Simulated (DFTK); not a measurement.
Runs of DFTK 0.8.2 on InP. It takes space group F-43m (No. 216, cubic). Conventional cell: a = 5.861 Å, b = 5.861 Å, c = 5.861 Å, α = 90.00°, β = 90.00°, γ = 90.00°. In (site symmetry -43m) is surrounded by 4 P at 2.54 Å. P (site symmetry -43m) has 4 In at 2.54 Å as nearest neighbours. 

```tsv
task	level	potentials or basis	k mesh	cutoff (eV)	valence electrons	gap on the mesh (eV)	pressure (GPa)
band structure	LDA	cp2k.nc.sr.lda.v0_1.largecore.gth (LDA, GTH, large core)	8 × 8 × 8	952	In 3, P 5	0.79	-
band structure	LDA	SG15 1.2 (PBE)	7 × 7 × 7	1225	In 13, P 5	0.53	-0.6
band structure	BJ06	SG15 1.2 (PBE)	7 × 7 × 7	1225	In 13, P 5	0.80	-
single point	PBEsol	dojo.nc.sr.pbesol.v0_4_1.standard.upf (PBEsol)	8 × 8 × 8	952	In 13, P 5	(a)	0.7
band structure	r2SCAN	cp2k.nc.sr.pbe.v0_1.semicore.gth (PBE, GTH)	5 × 5 × 5	2068	In 13, P 5	(b)	0.9
```

Alike in all rows: no spin polarisation; cell as given; smearing fermi-dirac 0.05 eV.

Question: Estimate the missing entries.

Answer: (a) 0.61; (b) 0.78.

Caveats: spin-orbit coupling is left out, which moves the levels of the heavy elements; the potentials were made for another functional, which shifts forces and pressure (some runs); the program warned that the kinetic-energy density falls under its von Weizsäcker bound, which can give unphysical results (some runs); this set keeps more shells in the core, which shifts pressures and gaps (some runs); the program leaves the constant c of mgga_x_tb09 at 1, so the potential is Becke-Johnson's (BJ06) and not Tran and Blaha's, with levels but no total energy (some runs); GTH potentials come without recommended cutoffs, and this one wasn't checked for convergence (some runs).

A k mesh can miss the band edges, and the runs leave out spin-orbit coupling on In.

Runs at the PBE level aren't shown here.
